**Anatase TiO₂: does the fraction of exact exchange fix the gap?**

A hybrid functional replaces part of an approximate exchange energy by exact exchange, the expression used in Hartree–Fock theory (HF). The fraction of exact exchange is part of the definition of such a functional: 10% in r2SCANh, 20% in B3LYP, 25% in both PBE0 and r2SCAN0, 100% in HF. The question for this page is whether that number is enough to predict the band gap of one fixed crystal, or whether the approximate part that remains also has to be known. Two functionals built on r2SCAN serve as the test, and their results stay covered until the forecasts are written down.

Plane-wave calculations with Ansatz 0.2.0 and its PAW datasets for anatase TiO₂ (6-atom cell, same geometry in every row), using hybrid functionals and Hartree–Fock (HF). All runs use a 6 × 6 × 6 k mesh and Fermi–Dirac occupations with a width of 0.05 eV, without spin polarisation or spin–orbit coupling.

```
functional  wave cutoff  density cutoff  gap on mesh (eV)  direct gap on mesh (eV)
     B3LYP       420 eV         1680 eV             3.921                    4.253
        HF       420 eV         1680 eV            12.800                   13.208
      HISS       420 eV         1680 eV             4.421                    4.777
      PBE0       420 eV         1680 eV             4.407                    4.739
   r2SCAN0       500 eV         2000 eV                 ?                        ?
   r2SCANh       500 eV         2000 eV                 ?                        ?
```

The gap on mesh is the smallest energy between a filled and an empty level at any of the calculated k points. The direct gap on mesh is the smallest such energy with both levels at the same k point.

**What the known rows show**

From B3LYP to PBE0 to HF the gap grows with the fraction of exact exchange. The last step is huge: HF lies 8.4 eV above PBE0. HISS has no place on this scale, because it applies exact exchange mainly at middle distances between electrons and so has no single fraction. Its gap agrees with that of PBE0 to about 0.01 eV, a difference too small to rank when the k mesh and the cutoff have not been varied.

**Why exact exchange opens the gap**

By the usual assignment for anatase, which these outputs do not test, the filled levels at the top of the valence band are mainly O 2p, and the lowest empty levels are mainly Ti 3d. A functional such as PBE gives both kinds of level the same exchange potential, which is fixed by the electron density alone. Exact exchange treats them differently. It lowers a level more, the more its orbital occupies the same regions of space as the filled orbitals. A filled O 2p level belongs to that set itself, so it gains more than it loses when exact exchange replaces part of the PBE exchange potential. Seen atom by atom, this reduces the repulsion of an electron with itself that PBE leaves uncancelled. An empty Ti 3d level stands outside the set. It loses part of the attractive PBE exchange potential and gets less in return, so it tends to rise. More exact exchange therefore pulls filled and empty levels apart, and the same argument gives the direction of the trend in other insulators.

If the orbitals kept their shape, each level would move in proportion to the fraction, and the gap would follow a straight line. In a real calculation the orbitals adjust, so the line may bend.

**Two ways to forecast**

The simplest forecast lets the fraction alone decide and draws a straight line through PBE0 and HF. This line rises by 1.12 eV for every 10 percentage points of exact exchange. Followed down to zero, it gives $4.41-2.5\times1.12=1.61$ eV, whereas PBE itself gives roughly 2.1 eV for anatase, a rough recalled value. The line thus seems too steep at small fractions. Its upper end is also not a pure member of the PBE0 family, since HF leaves out correlation as well, and the HF row was run with PAW files made for another functional.

The second forecast therefore uses a gentler line below 25%, from the recalled PBE gap to the computed PBE0 gap. It also allows for the change from PBE to r2SCAN. The r2SCAN functional depends on the kinetic-energy density of the orbitals, so its potential, too, can act differently on filled and empty levels. In oxides this usually widens the gap by a few tenths of an eV. I take 0.35 eV, again rough and recalled, and reduce it in proportion to the approximate exchange that is left.

With $a$ for the fraction of exact exchange and $\Delta$ for the r2SCAN widening, the model up to 25% is

$$E_\text{gap}(a)=E_\text{PBE}+\frac{a}{0.25}\,(E_\text{PBE0}-E_\text{PBE})+(1-a)\,\Delta .$$

For r2SCANh, with $a=0.10$, this gives

$$2.1+0.4\times(4.407-2.1)+0.90\times0.35=3.34\ \text{eV}.$$

For r2SCAN0 the first two terms add up to the PBE0 gap, so only the widening is still uncertain.

B3LYP can't decide between the two lines. The steep one gives 3.85 eV and the gentle one 3.95 eV, on either side of the computed 3.92 eV. B3LYP also has a different approximate part, and it was run with PAW files made for another functional.

**The forecasts**

- r2SCAN0: 4.67 ± 0.25 eV, above PBE0.
- r2SCANh: 3.34 ± 0.3 eV, below B3LYP.
- Difference between the two: 1.33 ± 0.2 eV.
- Direct gap minus smallest gap: 0.33 ± 0.05 eV for both, as in the B3LYP and PBE0 rows.

The first three ranges are my judgement of how far the two recalled numbers may be off. The last one allows for a spread like that between the PBE0 and HISS rows. If the fraction alone decided, r2SCAN0 would equal PBE0 at 4.41 eV. On the steep line r2SCANh would then come at 2.73 eV, which is 1.68 eV lower. The difference between the two functionals is the sharpest test of the slope, because most of the r2SCAN widening cancels in it.

The withheld rows as computed:

```
functional  wave cutoff  density cutoff  gap on mesh (eV)  direct gap on mesh (eV)
   r2SCAN0       500 eV         2000 eV             4.723                    5.064
   r2SCANh       500 eV         2000 eV             3.388                    3.715
```

**Hits and misses**

All four forecasts fall within their ranges. Both gaps were forecast about 0.05 eV too low, and the difference between them came out right to better than 0.01 eV. Inputs this rough do not warrant such close agreement, so I would not narrow the ranges for a next forecast. The output below lists each miss.

The two small misses point the same way. At 25% exact exchange, r2SCAN0 lies 0.316 eV above PBE0, which corresponds to a full widening of $0.316/0.75=0.42$ eV instead of the assumed 0.35 eV. Put into the model, this larger value raises the r2SCANh estimate to 3.40 eV, close to the computed 3.39 eV. That is a correction after the event. It also assumes that the higher cutoff of the r2SCAN rows hardly changes the gap, which was not tested.

The forecast from the fraction alone, with the steep line, fails in two ways. At 25% it is 0.32 eV too low, because it ignores the change from PBE to r2SCAN. On the way down to 10% it loses another 0.34 eV, because its slope is too steep. For r2SCANh the two errors add up to 0.66 eV, about a fifth of the computed gap.

**What the slope means**

Between r2SCANh and r2SCAN0 the gap rises by 0.89 eV per 10 points of exact exchange. These two rows share the same approximate functional and the same cutoff, so this is the cleanest slope in the table. Both edges of the gap take part: on the program's energy scale the highest filled level falls by 0.78 eV from r2SCANh to r2SCAN0, and the lowest empty level rises by 0.55 eV, as the argument about exact exchange leads one to expect. Between PBE0 and HF the average slope is about a quarter steeper. In the model a small part of this comes from the approximate partner: the r2SCAN widening shrinks as exact exchange replaces it, which flattens the r2SCAN slope. Beyond that, the orbitals may respond more strongly at large fractions, the lack of correlation in HF may add to its gap, and the PAW files used for HF may play a part; these rows can't separate the causes. Either way, HF is a poor anchor for estimating the gap of a hybrid with little exact exchange.

**Why the direct gap keeps its distance**

The direct gap lies 0.33 to 0.41 eV above the smallest gap in all six rows, although the smallest gap itself varies by more than a factor of three. In the B3LYP and HISS runs the lowest empty level lies at Γ, the centre of the Brillouin zone, and the highest filled level lies at another k point, so the smallest gap is indirect. Its steady distance from the direct gap is what one expects if exact exchange mainly moves the empty bands as a group away from the filled ones and changes the shape of each group much less. The largest distance belongs to HF, where the shift is greatest. Since only one k mesh was used, the distance describes these k points and may change somewhat on a finer mesh.

**A rule for using such gaps**

The fraction of exact exchange comes first and the approximate partner second, but both have to be known before two computed gaps are compared. For this crystal, replacing PBE by r2SCAN at 25% changes the gap as much as 3 to 4 points of exact exchange would. The r2SCANh gap also happens to lie near the optical gap of anatase, roughly 3.2 eV as recalled. That is no reason to prefer r2SCANh, because light absorption also involves the attraction between electron and hole and the motion of the atoms, which these band gaps leave out.

The analysis program printed:

```
PBE0 gap less B3LYP gap (eV): 0.486
HF gap less PBE0 gap (eV): 8.393
HISS gap less PBE0 gap (eV): 0.014
slope from PBE0 to HF (eV per 10 points of exact exchange): 1.119
slope from recalled PBE to PBE0 (eV per 10 points): 0.9228
B3LYP gap on the PBE0 to HF line (eV): 3.847
B3LYP gap on the recalled PBE to PBE0 line (eV): 3.946
forecast r2SCAN0 gap, bar 0.25 (eV): 4.67
forecast r2SCANh gap, bar 0.3 (eV): 3.338
forecast difference r2SCAN0 less r2SCANh, bar 0.2 (eV): 1.332
forecast direct gap less smallest gap, bar 0.05 (eV): 0.332
rival r2SCANh gap from fraction alone (eV): 2.728
rival difference r2SCAN0 less r2SCANh (eV): 1.679
computed values revealed:
      row  gap_eV  direct_gap_eV  direct_less_smallest_eV
    B3LYP   3.921          4.253                    0.332
       HF    12.8          13.21                    0.408
     HISS   4.421          4.777                    0.356
     PBE0   4.407          4.739                    0.332
  r2SCAN0   4.723          5.064                    0.341
  r2SCANh   3.388          3.715                    0.327
miss r2SCAN0, forecast less computed (eV): -0.0535
miss r2SCANh, forecast less computed (eV): -0.0502
computed difference r2SCAN0 less r2SCANh (eV): 1.335
miss of the difference, forecast less computed (eV): -0.0033
computed slope r2SCANh to r2SCAN0 (eV per 10 points): 0.89
computed r2SCAN0 gap less PBE0 gap (eV): 0.316
rival miss r2SCAN0, rival less computed (eV): -0.316
rival miss r2SCANh, rival less computed (eV): -0.6596
miss of direct less smallest gap, r2SCAN0 (eV): -0.009
miss of direct less smallest gap, r2SCANh (eV): 0.005
```
